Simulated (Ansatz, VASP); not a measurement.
**One calculation of CsPbCl3, two programs**

File INCAR:

```
ALGO = Normal ; EDIFF = 1E-6
EDIFFG = -0.005 ; ENCUT = 600
GGA = PS ; IBRION = 2
ISIF = 3 ; ISMEAR = 0
LASPH = True ; LCHARG = False
LREAL = False ; LWAVE = False
NELM = 100 ; NSW = 80
PREC = Accurate ; SIGMA = 0.01
```

KPOINTS

```
k-points
0
Gamma
  6 6 6
```

POSCAR

```
CsPbCl3
1.0
    5.6050000000      0.0000000000      0.0000000000
    0.0000000000      5.6050000000      0.0000000000
    0.0000000000      0.0000000000      5.6050000000
Cs Pb Cl
1 1 3
Direct
    0.5000000000      0.5000000000      0.5000000000
    0.0000000000      0.0000000000      0.0000000000
    0.5000000000      0.0000000000      0.0000000000
    0.0000000000      0.5000000000      0.0000000000
    0.0000000000      0.0000000000      0.5000000000
```

Input for Ansatz:

```yaml
crystal:
  lattice:
    - [5.605, 0.0, 0.0]
    - [0.0, 5.605, 0.0]
    - [0.0, 0.0, 5.605]
  atoms:
    - { symbol: Cs, position: [0.5, 0.5, 0.5] }
    - { symbol: Pb, position: [0.0, 0.0, 0.0] }
    - { symbol: Cl, position: [0.5, 0.0, 0.0] }
    - { symbol: Cl, position: [0.0, 0.5, 0.0] }
    - { symbol: Cl, position: [0.0, 0.0, 0.5] }
scf:
  occupations: { method: fixed }
output:
  forces: true
  stress: true
  eigenvalues: true
  write_density: true
  write_potential: true
  elf: true
  volumetric_format: npy
hamiltonian:
  xc: pbesol
relax:
  f_tol: 0.005
  max_steps: 60
  cell: { stress_tol: 0.03 }
kpoints:
  mp_grid: { grid: [6, 6, 6] }
```

Alike in both runs: task relaxation of cell and atoms; functional PBEsol; k mesh 6 × 6 × 6; no spin polarisation.

```csv
,VASP,Ansatz
version,VASP 6.6.1,Ansatz 0.2.0
potentials or method,"VASP PAW PBE potentials, release 64 (Cs_sv, Pb_d, Cl)","scalar-relativistic, plane waves, PAW"
plane-wave cutoff (eV),600,420
occupations,"gaussian, width 0.01 eV",fixed
valence electrons in the cell,44,44
```

VASP gave:

```
gap on the k mesh at the Fermi level, each at its own relaxed structure (eV) : 1.84
relaxed volume (Å³/atom)                                                     : 35.47
relaxed cell length with the largest relative difference (Å)                 : 5.618
```

Problem. Which values does Ansatz return?

Solution. gap on the k mesh at the Fermi level, each at its own relaxed structure (eV): 1.83; relaxed volume (Å³/atom): 35.48; relaxed cell length with the largest relative difference (Å): 5.619.

Caveats: the PAW data sets were made with another functional, which shifts forces and pressure a little (VASP); spin-orbit coupling is left out, which as a rule narrows the gap of such compounds by several tenths of an eV. Expect the measured gap to be larger: semilocal functionals such as PBEsol lack the derivative discontinuity. A k mesh can miss the band edges.
